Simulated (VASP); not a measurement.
# LiF (Griceite) (Fm-3m) in VASP: a series of runs, part 2 of 2

VASP 6.6.1.

**4. Band structure, PBE**

Contents of POSCAR:

```
LiF
1.0
    0.0000000000      2.0140000000      2.0140000000
    2.0140000000      0.0000000000      2.0140000000
    2.0140000000      2.0140000000      0.0000000000
F Li
1 1
Direct
    0.5000000000      0.5000000000      0.5000000000
    0.0000000000      0.0000000000      0.0000000000
```

Contents of INCAR.step1:

```
SYSTEM = LiF
PREC = Accurate ; ENCUT = 550
EDIFF = 1E-7 ; ISMEAR = -1
SIGMA = 0.05 ; LREAL = .FALSE.
LASPH = .TRUE. ; NELM = 60
ALGO = Fast ; ISIF = 2
LWAVE = .FALSE. ; LCHARG = .TRUE.
GGA = PE
```

Contents of KPOINTS.step1:

```
regular mesh
0
G
  11 11 11
  0 0 0
```

Contents of INCAR.step2:

```
SYSTEM = LiF
PREC = Accurate ; ENCUT = 550
EDIFF = 1E-7 ; ISMEAR = 0
SIGMA = 0.05 ; LREAL = .FALSE.
LASPH = .TRUE. ; NELM = 60
ALGO = Fast ; ISIF = 2
LWAVE = .FALSE. ; LCHARG = .FALSE.
GGA = PE ; ICHARG = 11
```

Contents of KPOINTS.step2:

```
path GXWKGLUWLK,UX
15
line-mode
reciprocal
 0.0000000000  0.0000000000  0.0000000000  G
 0.5000000000  0.0000000000  0.5000000000  X

 0.5000000000  0.0000000000  0.5000000000  X
 0.5000000000  0.2500000000  0.7500000000  W

 0.5000000000  0.2500000000  0.7500000000  W
 0.3750000000  0.3750000000  0.7500000000  K

 0.3750000000  0.3750000000  0.7500000000  K
 0.0000000000  0.0000000000  0.0000000000  G

 0.0000000000  0.0000000000  0.0000000000  G
 0.5000000000  0.5000000000  0.5000000000  L

 0.5000000000  0.5000000000  0.5000000000  L
 0.6250000000  0.2500000000  0.6250000000  U

 0.6250000000  0.2500000000  0.6250000000  U
 0.5000000000  0.2500000000  0.7500000000  W

 0.5000000000  0.2500000000  0.7500000000  W
 0.5000000000  0.5000000000  0.5000000000  L

 0.5000000000  0.5000000000  0.5000000000  L
 0.3750000000  0.3750000000  0.7500000000  K

 0.6250000000  0.2500000000  0.6250000000  U
 0.5000000000  0.0000000000  0.5000000000  X
```

Potentials or basis: VASP PAW PBE potentials, release 64 (F_GW, Li_GW).

Run with:

```
$ cat potpaw_PBE.64/F_GW/POTCAR potpaw_PBE.64/Li_GW/POTCAR > POTCAR
$ cp INCAR.step1 INCAR
$ cp KPOINTS.step1 KPOINTS
$ mpirun -np 1 vasp_std > vasp.out
$ cp INCAR.step2 INCAR
$ cp KPOINTS.step2 KPOINTS
$ mpirun -np 1 vasp_std > vasp.out
```

Wall time 8.2 s (1 thread of Intel Xeon 6975P-C (Granite Rapids), shared host); peak memory 0.15 GiB.

The run converged. Its results:

* Band gap on the k mesh: 9.05 eV, direct
* Band gap along the path: 9.05 eV, direct

Levels at the corners of the path, in eV from the valence-band top:
```
point  band 1  band 2  band 3  band 4  band 5  band 6  band 7  band 8
    Γ  -20.03    0.00    0.00    0.00    9.05   23.93   23.93   23.96
    X  -19.29   -3.02   -1.00   -1.00   14.80   16.46   17.39   20.22
    X  -19.29   -3.02   -1.00   -1.00   14.80   16.46   17.39   20.22
    W  -19.31   -2.09   -2.09   -0.81   15.04   15.04   17.41   19.19
    W  -19.31   -2.09   -2.09   -0.81   15.04   15.04   17.41   19.19
    K  -19.33   -2.51   -1.57   -0.74   14.47   14.90   18.37   19.65
    K  -19.33   -2.51   -1.57   -0.74   14.47   14.90   18.37   19.65
    Γ  -20.03    0.00    0.00    0.00    9.05   23.93   23.94   23.96
    Γ  -20.03    0.00    0.00    0.00    9.05   23.93   23.93   23.95
    L  -19.55   -2.54   -0.24   -0.24   10.76   16.71   18.88   18.88
    L  -19.55   -2.54   -0.24   -0.24   10.76   16.71   18.88   18.88
    U  -19.33   -2.51   -1.57   -0.74   14.47   14.90   18.37   19.65
    U  -19.33   -2.51   -1.57   -0.74   14.47   14.90   18.37   19.65
    W  -19.31   -2.09   -2.09   -0.81   15.04   15.04   17.41   19.19
    W  -19.31   -2.09   -2.09   -0.81   15.04   15.04   17.41   19.19
    L  -19.55   -2.54   -0.24   -0.24   10.76   16.71   18.88   18.88
    L  -19.55   -2.54   -0.24   -0.24   10.76   16.71   18.88   18.88
    K  -19.33   -2.51   -1.57   -0.74   14.47   14.90   18.37   19.65
    U  -19.33   -2.51   -1.57   -0.74   14.47   14.90   18.37   19.65
    X  -19.29   -3.02   -1.00   -1.00   14.80   16.46   17.39   20.22
```

Caveat: the log is that of the step along the path at fixed density, whose energy, stress, charges and moments have no meaning. A hybrid or GW would open this gap; PBE tends to underestimate it.

**5. Band structure, r2SCAN0**

POSCAR is that of step 4.

Contents of INCAR.step1:

```
SYSTEM = LiF
ALGO     = Normal         ! electronic algorithm
EDIFF    = 1E-5           ! SCF threshold, eV
ENCUT    = 520            ! plane-wave cutoff, eV
GGA      = PE             ! functional
ISIF     = 2              ! what is computed and relaxed
ISMEAR   = -1             ! smearing method
LASPH    = .TRUE.         ! aspherical terms in the spheres
LCHARG   = .FALSE.        ! write CHGCAR
LREAL    = .FALSE.        ! projectors in reciprocal space
LWAVE    = .TRUE.         ! write WAVECAR
NELM     = 80             ! most SCF steps
PREC     = Accurate       ! precision mode
SIGMA    = 0.05           ! smearing width, eV
```

Contents of INCAR.step2:

```
SYSTEM = LiF
AEXX     = 0.25           ! exact-exchange fraction
ALGO     = Normal         ! electronic algorithm
EDIFF    = 1E-7           ! SCF threshold, eV
ENCUT    = 520            ! plane-wave cutoff, eV
ISIF     = 2              ! what is computed and relaxed
ISMEAR   = -1             ! smearing method
ISTART   = 1            
LASPH    = .TRUE.         ! aspherical terms in the spheres
LCHARG   = .FALSE.        ! write CHGCAR
LHFCALC  = .TRUE.         ! exact exchange
LMIXTAU  = .TRUE.       
LREAL    = .FALSE.        ! projectors in reciprocal space
LWAVE    = .FALSE.        ! write WAVECAR
METAGGA  = R2SCAN         ! meta-GGA
NELM     = 80             ! most SCF steps
PREC     = Accurate       ! precision mode
PRECFOCK = Fast         
SIGMA    = 0.05           ! smearing width, eV
```

Contents of KPOINTS:

```
k-points
0
G
  6 6 6
  0 0 0
```

Contents of KPOINTS_OPT:

```
path GXWKGLUWLK,UX
8
line-mode
reciprocal
 0.0000000000  0.0000000000  0.0000000000  G
 0.5000000000  0.0000000000  0.5000000000  X

 0.5000000000  0.0000000000  0.5000000000  X
 0.5000000000  0.2500000000  0.7500000000  W

 0.5000000000  0.2500000000  0.7500000000  W
 0.3750000000  0.3750000000  0.7500000000  K

 0.3750000000  0.3750000000  0.7500000000  K
 0.0000000000  0.0000000000  0.0000000000  G

 0.0000000000  0.0000000000  0.0000000000  G
 0.5000000000  0.5000000000  0.5000000000  L

 0.5000000000  0.5000000000  0.5000000000  L
 0.6250000000  0.2500000000  0.6250000000  U

 0.6250000000  0.2500000000  0.6250000000  U
 0.5000000000  0.2500000000  0.7500000000  W

 0.5000000000  0.2500000000  0.7500000000  W
 0.5000000000  0.5000000000  0.5000000000  L

 0.5000000000  0.5000000000  0.5000000000  L
 0.3750000000  0.3750000000  0.7500000000  K

 0.6250000000  0.2500000000  0.6250000000  U
 0.5000000000  0.0000000000  0.5000000000  X
```

Potentials or basis: VASP PAW PBE potentials, release 64 (F, Li_sv).

Run with:

```
$ cat potpaw_PBE.64/F/POTCAR potpaw_PBE.64/Li_sv/POTCAR > POTCAR
$ cp INCAR.step1 INCAR
$ mpirun -np 1 vasp_std > vasp.out
$ cp INCAR.step2 INCAR
$ mpirun -np 1 vasp_std > vasp.out
```

It took 9.8 min on 1 thread of AMD EPYC 9R14 (Zen 4), shared host; peak memory 0.13 GiB.

It converged, with:

- Free energy: -13.6228 eV

Levels at the corners of the path, in eV from the valence-band top:
| point | band 3 | band 4 | band 5 | band 6 | band 7 | band 8 |
| --- | --- | --- | --- | --- | --- | --- |
| Γ | -0.32 | -0.32 | -0.32 | 12.59 | 28.04 | 28.04 |
| X | -3.47 | -1.39 | -1.39 | 18.71 | 19.82 | 21.53 |
| X | -3.47 | -1.39 | -1.39 | 18.71 | 19.82 | 21.53 |
| W | -2.16 | -2.16 | -0.84 | 18.81 | 18.81 | 21.48 |
| W | -2.16 | -2.16 | -0.84 | 18.81 | 18.81 | 21.48 |
| K | -2.72 | -1.75 | -0.89 | 18.13 | 18.74 | 22.57 |
| K | -2.72 | -1.75 | -0.89 | 18.13 | 18.74 | 22.57 |
| Γ | -0.32 | -0.32 | -0.32 | 12.59 | 28.04 | 28.04 |
| Γ | -0.32 | -0.32 | -0.32 | 12.59 | 28.04 | 28.04 |
| L | -2.98 | -0.58 | -0.58 | 14.27 | 20.75 | 22.99 |
| L | -2.98 | -0.58 | -0.58 | 14.27 | 20.75 | 22.99 |
| U | -2.72 | -1.75 | -0.89 | 18.13 | 18.74 | 22.57 |
| U | -2.72 | -1.75 | -0.89 | 18.13 | 18.74 | 22.57 |
| W | -2.16 | -2.16 | -0.84 | 18.81 | 18.81 | 21.48 |
| W | -2.16 | -2.16 | -0.84 | 18.81 | 18.81 | 21.48 |
| L | -2.98 | -0.58 | -0.58 | 14.27 | 20.75 | 22.99 |
| L | -2.98 | -0.58 | -0.58 | 14.27 | 20.75 | 22.99 |
| K | -2.72 | -1.75 | -0.89 | 18.13 | 18.74 | 22.57 |
| U | -2.72 | -1.75 | -0.89 | 18.13 | 18.74 | 22.57 |
| X | -3.47 | -1.39 | -1.39 | 18.71 | 19.82 | 21.53 |

Caveat: the k mesh is coarse (spacing up to 0.45 Å⁻¹), so the values aren't converged, least of all with exact exchange; an unscreened hybrid on a path of extra k points without a Coulomb cutoff has errors near the mesh points, so the bands along the path aren't reliable.

**6. The reference run**

An earlier run on the cell as given: functional PBE; potentials or basis VASP PAW PBE potentials, release 64 (F, Li_sv); cutoff 520 eV; k mesh 11 × 11 × 11; occupations fermi-dirac, width 0.05 eV; no spin polarisation.

- Band gap on the k mesh: 9.09 eV, direct

**7. Overview**

| task | level | potentials or basis | k mesh | cutoff (eV) | grid for exact exchange (PRECFOCK) | exchange at q = 0 | mesh quality | gap on the mesh (eV) |
| --- | --- | --- | --- | --- | --- | --- | --- | --- |
| band structure | PBE | VASP PAW PBE potentials, release 64 (F, Li_sv) | 11 × 11 × 11 | 520 | - | - | not flagged | 9.09 |
| band structure | PBE | VASP PAW PBE potentials, release 64 (F_GW, Li_sv_GW) | 11 × 11 × 11 | 600 | - | - | not flagged | 9.06 |
| band structure | PBE | VASP PAW PBE potentials, release 64 (F_GW, Li_GW) | 11 × 11 × 11 | 550 | - | - | not flagged | 9.05 |
| band structure | r2SCAN0 | VASP PAW PBE potentials, release 64 (F, Li_sv) | 6 × 6 × 6 | 520 | Fast | default | coarse | - |
| single point | PBE | VASP PAW PBE potentials, release 64 (F, Li_sv) | 11 × 11 × 11 | 520 | - | - | not flagged | 9.09 |

Alike in all rows: no spin polarisation; cell as given; smearing fermi-dirac 0.05 eV.

Caveats: some runs use coarse meshes; an unscreened hybrid on a path of extra k points without a Coulomb cutoff has errors near the mesh points, so the bands along the path aren't reliable (some runs); an odd mesh through Γ misses points on the zone boundary, where band edges often lie (some runs).

Total energies depend on the potentials used, so only differences within one code and one set of settings carry meaning.
